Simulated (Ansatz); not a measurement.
Fe: from a trial structure to a relaxed crystal

All numbers below come from Ansatz 0.2.0, DFT PBE, scalar-relativistic, plane waves, PAW. Cutoff 420 eV, Γ-centred k mesh, Gaussian smearing, no spin polarisation in the final step.

Fe was placed on the alpha-boron structure type (R-3m, No. 166), at a guessed volume.

```
CELL_PARAMETERS angstrom
2.93831 1.69643 5.01100
-2.93831 1.69643 5.01100
0.00000 -3.39287 5.01100
ATOMIC_POSITIONS crystal
Fe 0.01019 0.65361 0.01019
Fe 0.01019 0.01019 0.65361
Fe 0.65361 0.01019 0.01019
Fe 0.98981 0.34639 0.98981
Fe 0.34639 0.98981 0.98981
Fe 0.98981 0.98981 0.34639
Fe 0.22118 0.63060 0.22118
Fe 0.22118 0.22118 0.63060
Fe 0.63060 0.22118 0.22118
Fe 0.77882 0.36940 0.77882
Fe 0.36940 0.77882 0.77882
Fe 0.77882 0.77882 0.36940
```

Steps on the 6×6×6 mesh (12 atoms). 7 of 9 steps are shown, and the free energy counts from the last. Trial steps that were taken back and renewals of the plane-wave basis can be among the rows.

```tsv
step	ΔF (meV/atom)	V (Å³/atom)	P (GPa)	largest force component (eV/Å)
1	305.5	12.49	33.21	4.601
2	78.3	13.21	11.91	2.274
3	6.4	13.48	3.06	0.350
4	2.7	13.60	0.75	0.098
5	2.5	13.66	-0.31	0.069
7	0.1	13.63	0.38	0.005
9	0.0	13.65	0.03	0.007
```

A final relaxation ran on a 9×9×9 mesh. The relaxed crystal, R-3m (No. 166):

```
Fe
1.0
     2.97625    1.71834    5.33846
    -2.97625    1.71834    5.33846
     0.00000   -3.43667    5.33846
Fe
12
Cartesian
  -1.8217 1.0518 3.5887
  0.0000 -2.1035 3.5887
  1.8217 1.0518 3.5887
  1.8217 -1.0518 12.4266
  -1.8217 -1.0518 12.4266
  0.0000 2.1035 12.4266
  -1.1209 0.6472 5.7448
  0.0000 -1.2943 5.7448
  1.1209 0.6472 5.7448
  1.1209 -0.6472 10.2706
  -1.1209 -0.6472 10.2706
  0.0000 1.2943 10.2706
```

For Fe, the volume per atom is 13.65 Å³. The density is 6.79 g/cm³, the energy over the standard structure is 0.99 eV/atom and the gap on the 9×9×9 mesh is 0 eV (a metal).

Energies count from the standard state of Fe at the same level.

The final run used a 9×9×9 mesh on its 12-atom cell and 0.10 eV smearing. For metals, differences of a few meV/atom aren't resolved.

A structure relaxed within its symmetry needn't be a true minimum.